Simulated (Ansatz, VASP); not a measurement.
# Cross-check of SnSe2 between VASP and Ansatz, part 2 of 2

Aim: how closely do two programs agree when they are given the same cell, functional and k mesh? The cell is taken from a series of runs on this material, whose earlier steps may have relaxed, scaled, displaced or heated it; both programs get it as it stands.

VASP 6.6.1 and Ansatz 0.2.0.

So far: Starting point; VASP: single point, PBE, pair 1; Ansatz: single point, PBE, pair 1; Comparison; VASP: single point, PBE, pair 2.

## 6. Ansatz: single point, PBE, pair 2

Level of this step: Ansatz beside VASP: Kohn-Sham DFT, plane waves, PBE (Ansatz).

The same cell, functional and mesh now go to Ansatz, which takes its cutoff from its data sets.

The cell is taken from a series of runs on this material, whose earlier steps may have relaxed, scaled, displaced or heated it; both programs get it as it stands.

Contents of input.yaml:

```yaml
crystal:
  lattice:
    - [3.8365779286, 0.0, 0.0]
    - [-1.9182889643, 3.3225739498, 0.0]
    - [0.0, 0.0, 41.6]
  atoms:
    - { symbol: Se, position: [0.3333333333, 0.6666666667, 0.3897155451] }
    - { symbol: Sn, position: [0.0, 0.0, 0.4280343979] }
    - { symbol: Se, position: [0.6666666667, 0.3333333333, 0.4663695837] }
    - { symbol: Se, position: [0.3333333333, 0.6666666667, 0.5336304163] }
    - { symbol: Sn, position: [0.0, 0.0, 0.5719656021] }
    - { symbol: Se, position: [0.6666666667, 0.3333333333, 0.6102844549] }
  periodic: [true, true, false]
kpoints:
  mp_grid: { grid: [9, 9, 1] }
hamiltonian:
  xc: pbe
  pseudopotentials: { kind: paw, azcp: { folder: soft_1 } }
scf:
  occupations: { method: fixed }
  n_extra_bands: 6
output:
  eigenvalues: true
  forces: true
  stress: true
  band_densities: [{ e_range: [-0.08, 0] }, { e_range: [0.61, 0.74] }]
  volumetric_format: npy
```

On the command line:

```sh
$ ansatz run input.yaml --threads 2 --pin off --max-ram 92160MiB --backend cuda --events-out ev --progress --plain --runs-dir out --devices 1 --max-vram 13GiB
```

Numbers of over 12 decimals in the logs are rounded to 6 here.

The program printed:

```text
[...]
GPUs: using 1 of 1 available (devices: 1).
[...]
GPU FFT provider: cuFFT
GPU libraries: cuBLAS 13.8.2, cuFFT 12.4.0, cuSOLVER 12.3.4
Crystal: 6 atoms, lattice volume = 530.288 Å³
Basis set: ecut = 420 eV, 10375 PW (Γ), exchange–correlation on 54×54×576 points (8 copies of the dense FFT grid, shifted against one another)
[...]
k-point 11: bands = [... 42 lower, -7.2720, -7.2720, -6.4854, -6.4854, -4.6028, -3.8630, -1.1503, -1.1503, ... 2 higher]
--- Band densities, each state counted as filled ---
  window                                       electrons  max residual (eV)  cut levels
  e_range: [-0.08, 0]                           0.444444             1.8e-6           0
  e_range: [0.61, 0.74]                         0.148148             4.0e-6           0
[key lines of the parts left out:]
SCF converged after 10 iterations
Free energy (F): -33926.905143 eV
Fermi energy:    -5.952004 eV
P = ½ c Tr σ = 2.3293 N/m
```

## 7. Differences

What differs besides the data sets and the points named for the pairs above, as far as they apply: fixed occupations in Ansatz, narrow Gaussian smearing in VASP; the data sets hold 92 valence electrons in Ansatz (on its PAW soft_1 files) and 52 in VASP. Total energies have different zeros and are not compared.

Compared:

```csv
quantity,Ansatz,VASP,difference
gap on the k mesh (eV),0.728,0.727,+0.001
```

Forces (eV/Å; atoms numbered as in POSCAR):

```csv
atom,"Ansatz x, y, z","VASP x, y, z"
Se1,"0.000, 0.000, -0.106","0.000, 0.000, -0.121"
Se2,"0.000, 0.000, -0.009","0.000, 0.000, 0.005"
Se3,"0.000, 0.000, 0.009","0.000, 0.000, -0.005"
Se4,"0.000, 0.000, 0.106","0.000, 0.000, 0.121"
Sn5,"0.000, 0.000, -0.069","0.000, 0.000, -0.071"
Sn6,"0.000, 0.000, 0.069","0.000, 0.000, 0.071"
```

The forces differ by 6.9 meV/Å r.m.s., which is 14.8 % of the r.m.s. force of 0.047 eV/Å (both taken over all components). A gap on the mesh is an upper bound, since the band edges may lie between its points. With vacuum in the cell, a pressure given here is an average over mostly empty space and none of the material.

## 8. VASP: single point, PBE, pair 3

A single point gives forces, pressure and levels at one fixed geometry, so differences don't come from the geometry; what else differs is listed under the comparison.

Contents of INCAR:

```
SYSTEM = SnSe2
PREC = Accurate
ENCUT = 400
EDIFF = 1E-06
NELM = 120
ISMEAR = -1
SIGMA = 0.02
LREAL = .FALSE.
ALGO = Normal
GGA = PE
NBANDS = 32
LORBIT = 11
LWAVE = .FALSE.
LCHARG = .FALSE.
ISIF = 2
LDIPOL = .TRUE.
IDIPOL = 3
DIPOL = 0.5 0.5 0.5
LVHAR = .TRUE.
LASPH = .TRUE.
GGA_COMPAT = .FALSE.
EFERMI = MIDGAP
NELMDL = -8
KPAR = 2
```

Contents of POSCAR:

```
SnSe2
1.0
    3.8365779286      0.0000000000      0.0000000000
   -1.9182889643      3.3225739498      0.0000000000
    0.0000000000      0.0000000000     41.6000000000
Se Sn
4 2
Direct
    0.3333333333      0.6666666667      0.3897155451
    0.6666666667      0.3333333333      0.4663695837
    0.3333333333      0.6666666667      0.5336304163
    0.6666666667      0.3333333333      0.6102844549
    0.0000000000      0.0000000000      0.4280343979
    0.0000000000      0.0000000000      0.5719656021
```

Contents of KPOINTS:

```
Automatic mesh
0
Gamma
6 6 1
0 0 0
```

PAW data sets: Se and Sn_d (PBE family, release 64).

On the command line:

```sh
$ mpirun -np 2 vasp_std
```

The program printed:

```text
[... set-up lines as in an earlier step ...]
 entering main loop
       N       E                     dE             d eps       ncg     rms          rms(c)
DAV:   1     0.375510654792E+03    0.37551E+03   -0.19381E+04   560   0.108E+03
DAV:   2     0.226483510299E+02   -0.35286E+03   -0.34845E+03   600   0.262E+02
DAV:   3    -0.223444585178E+02   -0.44993E+02   -0.44388E+02   520   0.114E+02
DAV:   4    -0.241266051422E+02   -0.17821E+01   -0.17761E+01   600   0.260E+01
[...]
DAV:  23    -0.236426390091E+02   -0.33477E-05   -0.42892E-08   368   0.959E-04    0.199E-04
DAV:  24    -0.236426403748E+02   -0.13658E-05   -0.32929E-08   360   0.583E-04    0.203E-04
DAV:  25    -0.236426408408E+02   -0.46591E-06   -0.59326E-09   352   0.316E-04
   1 F= -.23642641E+02 E0= -.23642641E+02  d E =-.109213E-07
```

Parts of OUTCAR (step 8):

```text
  Total        1.9796828      1.9796828      1.3756880      0.0000000      0.0000000     -0.0000000
  in kB        5.9812806      5.9812806      4.1564112      0.0000000      0.0000000     -0.0000000
  external PRESSURE =       5.3729908 kB  Pullay stress =       0.0000000 kB

 POSITION                                       TOTAL-FORCE (eV/Angst)
 -----------------------------------------------------------------------------------
     -0.00000      2.21505     16.21217         0.000000     -0.000000     -0.111978
      1.91829      1.10752     19.40097         0.000000      0.000000     -0.007980
     -0.00000      2.21505     22.19903         0.000000      0.000000      0.007980
      1.91829      1.10752     25.38783        -0.000000      0.000000      0.111978
      0.00000      0.00000     17.80623         0.000000      0.000000     -0.065763
      0.00000      0.00000     23.79377        -0.000000      0.000000      0.065763
 -----------------------------------------------------------------------------------
    total drift:                               -0.000000      0.000000      0.000000

  FREE ENERGIE OF THE ION-ELECTRON SYSTEM (eV)
  ---------------------------------------------------
  free  energy   TOTEN  =       -23.6426408408 eV

  energy  without entropy=      -23.6426408298  energy(sigma->0) =      -23.64264084

[... 1 part as in an earlier step ...]

[... 2 further parts left out ...]
[key lines of the parts left out:]
E-fermi :  -2.6662
```

## 9. Ansatz: single point, PBE, pair 3

The same cell, functional, mesh and smearing now go to Ansatz, which takes its cutoff from its data sets.

The cell is taken from a series of runs on this material, whose earlier steps may have relaxed, scaled, displaced or heated it; both programs get it as it stands.

input.yaml, the sections that differ from step 6:

```yaml
kpoints:
  mp_grid: { grid: [6, 6, 1] }
  band_path:
    path:
      - [0, 0, 0]
      - [0.5, 0, 0]
      - [0.3333333333333, 0.3333333333333, 0]
      - [0, 0, 0]
    npoints: 10
scf:
  occupations: { method: fermi_dirac, width: 0.02 }
  n_extra_bands: 6
output:
  eigenvalues: true
  forces: true
  stress: true
  write_density: true
  write_potential: true
  elf: true
  volumetric_format: npy
# crystal, hamiltonian: as in step 6
```

On the command line:

```sh
$ ansatz run input.yaml --threads 2 --pin off --max-ram 92160MiB --backend cuda --events-out ev --progress --plain --runs-dir out --devices 1 --max-vram 13GiB
```

The program printed:

```text
[...]
GPUs: using 1 of 1 available (devices: 1).
[...]
GPU FFT provider: cuFFT
GPU libraries: cuBLAS 13.8.2, cuFFT 12.4.0, cuSOLVER 12.3.4
Crystal: 6 atoms, lattice volume = 530.288 Å³
Basis set: ecut = 420 eV, 10375 PW (Γ), exchange–correlation on 54×54×576 points (8 copies of the dense FFT grid, shifted against one another)
[...]
k-point 0: bands = [... 42 lower, -6.1574, -6.1574, -6.0381, -6.0381, -4.6759, -3.7915, -2.9135, -2.8038, ... 2 higher]
  k-point 1: bands = [... 42 lower, -7.0804, -6.2157, -6.1362, -5.9380, -3.9309, -3.6330, -2.2108, -1.8439, ... 2 higher]
  k-point 2: bands = [... 42 lower, -6.9738, -6.4568, -6.3872, -6.1011, -4.8491, -4.4757, -1.9233, -1.6761, ... 2 higher]
  k-point 6: bands = [... 42 lower, -7.2644, -7.2644, -6.4774, -6.4774, -4.5957, -3.8557, -1.1440, -1.1440, ... 2 higher]
[key lines of the parts left out:]
SCF converged after 10 iterations
Free energy (F): -33926.883729 eV
Fermi energy:    -5.599694 eV
P = ½ c Tr σ = 2.4519 N/m
```

## 10. Side by side

What differs besides the data sets and the points named for the pairs above, as far as they apply: the data sets hold 92 valence electrons in Ansatz (on its PAW soft_1 files) and 52 in VASP. Total energies have different zeros and are not compared.

Both answers:

```csv
quantity,Ansatz,VASP,difference
gap on the k mesh (eV),0.663,0.661,+0.001
```

Forces (eV/Å; atoms numbered as in POSCAR):

```csv
atom,"Ansatz x, y, z","VASP x, y, z"
Se1,"0.000, 0.000, -0.097","0.000, 0.000, -0.112"
Se2,"0.000, 0.000, -0.022","0.000, 0.000, -0.008"
Se3,"0.000, 0.000, 0.022","0.000, 0.000, 0.008"
Se4,"0.000, 0.000, 0.097","0.000, 0.000, 0.112"
Sn5,"0.000, 0.000, -0.064","0.000, 0.000, -0.066"
Sn6,"0.000, 0.000, 0.064","0.000, 0.000, 0.066"
```

The forces differ by 6.9 meV/Å r.m.s., which is 16.0 % of the r.m.s. force of 0.043 eV/Å (both taken over all components). A gap on the mesh is an upper bound, since the band edges may lie between its points. With vacuum in the cell, a pressure given here is an average over mostly empty space and none of the material.

## 11. What came out

| Property | Result |
| --- | --- |
| r.m.s. force difference (single point, PBE, pair 1) | 7.1 meV/Å |
| r.m.s. force difference (single point, PBE, pair 2) | 6.9 meV/Å |
| r.m.s. force difference (single point, PBE, pair 3) | 6.9 meV/Å |

What this shows: The r.m.s. force difference is 7.1 meV/Å (single point, PBE, pair 1), within the 12 meV/Å picked in this series as the mark of a large difference. The data sets hold unlike numbers of valence electrons (46 in Ansatz and 26 in VASP and 92 in Ansatz and 52 in VASP), so part of the differences comes from the potentials. 3 further runs of this series are not shown here. How closely two codes agree says nothing of how well the functional describes the real material.

[Lines on the potential files, build, host, timing and source positions are cut from VASP's logs without a mark.]

[Logs are printed without paths, hosts, clocks, repeated set-up lines and the standing remarks that a program may print on its own settings, such as how far it seeks lower states.]

[Hosts, paths, dates, database ids (printed as entryN), source tags and the programs' standing remarks are cut or masked in the printed files.]
